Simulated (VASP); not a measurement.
The system is BaTiO3.

```xyz
5
Lattice="3.9998 0.0000 0.0000 0.0000 3.9998 0.0000 0.0000 0.0000 4.0180" Properties=species:S:1:pos:R:3 pbc="T T T"
Ba    0.0000    0.0000    0.0000
Ti    1.9999    1.9999    1.9688
O     0.0000    1.9999    2.0773
O     1.9999    0.0000    2.0773
O     1.9999    1.9999    0.0763
```

- Program: VASP 6.6.1
- Task: single point
- Functional: PBE
- Potentials or basis: VASP PAW PBE potentials, release 64 (Ba_sv, Ti_sv, O)
- Cutoff: 520 eV
- k mesh: 7 × 7 × 7
- Occupations: fermi-dirac, width 0.05 eV
- Spin: no spin polarisation

On this cell: pressure 4.2 GPa; largest force 0.274 eV/Å; band gap on the k mesh 1.87 eV, indirect (least direct gap 2.06 eV).

The same run follows on a disturbed copy (atoms moved at random, drawn with an rms of 0.05 Å):

```
CELL_PARAMETERS angstrom
3.99980 0.00000 0.00000
0.00000 3.99980 0.00000
0.00000 0.00000 4.01800
ATOMIC_POSITIONS crystal
Ba 0.99009 0.01538 0.99613
Ti 0.49689 0.50035 0.49338
O 0.99631 0.50045 0.51255
O 0.51343 0.00046 0.52163
O 0.50648 0.49304 0.02463
```

Q: What does the disturbed cell give?

A: The energy moves by +8.9 meV/atom; pressure 4.7 GPa; largest force 0.595 eV/Å; band gap on the k mesh 1.88 eV, indirect (least direct gap 2.07 eV).

Forces in eV/Å, atoms in the order of the input:
```
Ba   0.303 -0.437  0.267
Ti  -0.018  0.181 -0.250
O    0.454  0.078  0.064
O   -0.443 -0.056 -0.133
O   -0.297  0.235  0.052
```

Stress tensor (GPa, compression positive):
```
 4.54 -0.22  0.48
-0.22  4.11 -0.19
 0.48 -0.19  5.58
```

Caveats: spin-orbit coupling is left out, which moves the levels of the heavy elements; an odd mesh through Γ misses points on the zone boundary, where band edges often lie.
